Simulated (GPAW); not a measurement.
The system is TaS2.

```
Ta S
1.0
     3.35000    0.00000    0.00000
    -1.67500    2.90119    0.00000
     0.00000    0.00000    5.86000
Ta S
1 2
Direct
  0.00000 0.00000 0.00000
  0.66667 0.33333 0.75000
  0.33333 0.66667 0.25000
```

* Program: GPAW 26.7.0
* Task: relaxation of cell and atoms
* Functional: PBEsol
* Dispersion: D4
* Potentials or basis: PAW data sets generated in the run's folder for this functional
* Cutoff: 600 eV
* Basis: pw
* k mesh: 7 × 7 × 4
* Occupations: fermi-dirac, width 0.05 eV
* Spin: no spin polarisation

At the start: pressure 3.1 GPa; volume 18.98 Å³/atom.

Question: Where does the relaxation end?

Answer: Over 12 steps the energy falls by 32.0 meV/atom and the volume is 17.88 Å³/atom (-5.8 %); space group P-3m1 (No. 164, to 0.05 Å).

Step by step:
```csv
step,energy change (eV),largest force (eV/Å),pressure (GPa),volume (Å³)
1,0.0000,1.0120,3.11,56.95
2,-0.0312,0.6746,0.97,57.25
3,-0.0577,0.1206,-2.28,57.55
4,-0.0628,0.0453,-2.52,57.37
5,-0.0808,0.1480,-2.18,56.04
6,-0.0855,0.0713,-1.09,55.40
7,-0.0872,0.0542,-0.05,55.02
8,-0.0878,0.0795,0.14,54.92
9,-0.0912,0.1699,0.92,54.29
10,-0.0939,0.1684,1.09,53.77
11,-0.0956,0.0833,0.60,53.55
12,-0.0961,0.0151,0.10,53.64
```

Final structure:
```yaml
crystal:
  lattice:
    - [3.29556, 0.00000, 0.00000]
    - [-1.64778, 2.85404, 0.00000]
    - [0.00000, 0.00000, 5.70332]
  atoms:
    - { symbol: Ta, position: [0.00000, 0.00000, 0.00000] }
    - { symbol: S, position: [0.66667, 0.33333, 0.72834] }
    - { symbol: S, position: [0.33333, 0.66667, 0.27166] }
```

Caveat: later steps reuse the first step's grids.
